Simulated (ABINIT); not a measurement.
Input of an ABINIT 10.8.3 (patched build) run:

run.abi

```
# Datasets: ground state, then fixed potential
ndtset 2

# Pseudopotentials
pp_dirpath "./"
pseudos "Pb.LDA_PW-JTH_sp.xml, S.LDA_PW-JTH.xml"

# Structure
acell 3*1.0 Angstrom
rprim
     0.0000000000     2.9657500000     2.9657500000
     2.9657500000     0.0000000000     2.9657500000
     2.9657500000     2.9657500000     0.0000000000
ntypat 2
znucl 82 16
natom 2
typat 1 2
xred
     0.0000000000     0.0000000000     0.0000000000
     0.5000000000     0.5000000000     0.5000000000

# Plane-wave basis
ecut 20.0
pawecutdg 40.0

# Exchange and correlation
ixc 7

# Bands and occupations
occopt 3
tsmear 0.00183747

# Spin
nspinor 2
nspden 1
pawspnorb 1

# SCF cycle
nstep 100

# Output
iomode 3
prtwf 0
prteig 0
prtebands 0
enunit 1
prtden1 1
prtvha1 1
prtvclmb1 1
prtpot1 1

# Dataset 1
kptopt1 4
ngkpt1 8 8 8
nshiftk1 1
shiftk1 0.0 0.0 0.0
nband1 18
tolvrs1 1.0e-9

# Dataset 2: bands along G-X-W-K-G-L-U-W-L-K
iscf2 -2
getden2 1
nband2 26
nbdbuf2 2
tolwfr2 1.0e-12
kptopt2 -9
ndivsm2 5
prteig2 1
prtvol2 -3
kptbounds2
     0.0000000000     0.0000000000     0.0000000000
     0.5000000000     0.0000000000     0.5000000000
     0.5000000000     0.2500000000     0.7500000000
     0.3750000000     0.3750000000     0.7500000000
     0.0000000000     0.0000000000     0.0000000000
     0.5000000000     0.5000000000     0.5000000000
     0.6250000000     0.2500000000     0.6250000000
     0.5000000000     0.2500000000     0.7500000000
     0.5000000000     0.5000000000     0.5000000000
     0.3750000000     0.3750000000     0.7500000000
```

Potentials or basis: JTH PAW LDA v2.0 sp.

Launch:

```sh
$ abinit run.abi > log 2>&1
```

Task: What does it give for the band gap along the path?

Result: 0.12 eV, direct.

Task: What does it give for the band gap on the k mesh?

Result: 0.12 eV, direct.

Task: Predict the pressure.

Result: -2.9 GPa.

Levels at the corners of the path, in eV from the valence-band top:
```
point  band 7  band 8  band 9  band 10  band 11  band 12  band 13  band 14
    Γ   -1.88   -1.88   -1.88    -1.88     3.59     3.59     6.00     6.00
    X   -3.47   -3.47   -3.15    -3.15     3.83     3.83     4.62     4.62
    W   -4.20   -4.20   -0.88    -0.88     1.98     1.98     4.64     4.64
    K   -2.87   -2.87   -2.36    -2.36     3.06     3.06     4.19     4.19
    Γ   -1.88   -1.88   -1.88    -1.88     3.59     3.59     6.00     6.00
    L   -1.63   -1.63    0.00     0.00     0.12     0.12     1.64     1.64
    U   -2.87   -2.87   -2.36    -2.36     3.06     3.06     4.19     4.19
    W   -4.20   -4.20   -0.88    -0.88     1.98     1.98     4.64     4.64
    L   -1.63   -1.63    0.00     0.00     0.12     0.12     1.64     1.64
    K   -2.87   -2.87   -2.36    -2.36     3.06     3.06     4.19     4.19
```

Caveat: this set keeps more shells in the core, which shifts pressures and gaps.
